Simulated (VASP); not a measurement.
Wanted: the native input for a VASP 6.6.1 run.

```
Task                   : relaxation of cell and atoms
Functional             : PBE
Potentials or basis    : VASP PAW PBE potentials, release 64 (Ga_d, N)
Cutoff                 : 520 eV
k mesh                 : 12 × 12 × 12
Occupations            : gaussian, width 0.02 eV
Spin                   : non-collinear spin, zero start, spin-orbit coupling
Starting moments       : [[0.0, 0.0, 0.0], [0.0, 0.0, 0.0]] μB
Further INCAR settings : ALGO = Normal; EDIFF = 1e-07; IBRION = 2; EDIFFG = -0.002; NSW = 80; ISIF = 3
```

The structure of GaN lies in POSCAR:

```
GaN
1.0
    0.0000000000      2.2535006100      2.2535006100
    2.2535006100      0.0000000000      2.2535006100
    2.2535006100      2.2535006100      0.0000000000
Ga N
1 1
Direct
    0.0000000000      0.0000000000      0.0000000000
    0.7500000000      0.7500000000      0.7500000000
```

The cell is a database's computed one.

One way to write it, as run:

INCAR

```
SYSTEM = GaN
PREC = Accurate
ENCUT = 520
EDIFF = 1E-7
ISMEAR = 0
SIGMA = 0.02
LREAL = .False.
LASPH = .True.
NELM = 80
ALGO = Normal
ISIF = 3
LWAVE = .False.
LCHARG = .False.
MAGMOM = 0 0 0 0 0 0
LORBIT = 11
LSORBIT = .True.
GGA_COMPAT = .False.
GGA = PE
IBRION = 2
NSW = 80
EDIFFG = -0.002
KPAR = 4
```

KPOINTS

```
regular mesh
0
Gamma
  12 12 12
  0 0 0
```

Potentials or basis: VASP PAW PBE potentials, release 64 (Ga_d, N).

Run with:

```sh
$ cat potpaw_PBE.64/Ga_d/POTCAR potpaw_PBE.64/N/POTCAR > POTCAR
$ mpirun -np 4 vasp_ncl > vasp.out
```

It gave:

```
Relaxed volume                                        : 11.77 Å³/atom
Relaxed cell                                          : a = 3.217 Å, b = 3.217 Å, c = 3.217 Å, α = 60.00°, β = 60.00°, γ = 60.00°
Space group after relaxing (to 0.05 Å)                : F-43m (No. 216)
Energy gained by relaxing                             : 5.0 meV/atom
Ionic steps                                           : 3
Pressure after relaxing                               : 0.0 GPa
Net moment                                            : 0.00 μB per cell
Valence electrons inside the program's atomic spheres : Ga 11.81; N 3.72
```

Wall time 58 s on 4 MPI ranks on Intel(R) Xeon(R) Platinum 8488C (Sapphire Rapids), with other jobs on the host, peak memory 0.27 GiB a rank.
